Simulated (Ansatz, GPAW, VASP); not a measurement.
**CdTe: 3 runs at one level of theory**

```xyz
2
Lattice="0.0000 3.2050 3.2050 3.2050 0.0000 3.2050 3.2050 3.2050 0.0000" Properties=species:S:1:pos:R:3 pbc="T T T"
Te    4.8075    4.8075    4.8075
Cd    0.0000    0.0000    0.0000
```

Alike in all runs: task single point; functional PBEsol; k mesh 7 × 7 × 7; occupations gaussian, width 0.1 eV; no spin polarisation; no spin-orbit coupling. Pressure is positive in compression and, in plane waves, holds the error of the finite cutoff.

```csv
program and potentials,plane-wave cutoff (eV),notes,pressure (GPa)
"Ansatz, all-electron LAPW, scalar-relativistic",-,-,1.68
"VASP, PBE PAW files Cd, Te, release 54, 520 eV",520,potentials made for PBE,1.86
"GPAW, PAW data sets generated for this functional",600,-,1.26
```

The pressure spans 1.26 (GPAW, PAW data sets generated for this functional) to 1.86 GPa (VASP, PBE PAW files Cd, Te, release 54, 520 eV), with all-electron results at 1.68.

Differences between rows come from potentials, basis sets and numerical settings, since the functional is the same but for its coding. Runs on potential files found faulty are left out.

All three runs give a positive pressure, so this zinc-blende cell is smaller than the one PBEsol would choose, and the crystal would expand if released. This agrees with experiment, where the ambient lattice constant of CdTe is also larger than the one used here. At this volume the Cd–Te bonds are slightly too short, and the Pauli repulsion between the filled shells, including Cd 4d, outweighs the gain in covalent and ionic bonding. Because CdTe is a soft, weakly bonded semiconductor, even a modest pressure corresponds to a noticeable change in lattice constant.

The sign is therefore secure, but the size is less so. The VASP value of 1.86 GPa lies closer to the all-electron 1.68 GPa than the GPAW value of 1.26 GPa does, so potentials matched to the functional don't by themselves ensure the closest pressure; the treatment of the semicore or the convergence of the basis may matter more here. A single volume fixes neither the equilibrium lattice constant nor the bulk modulus.
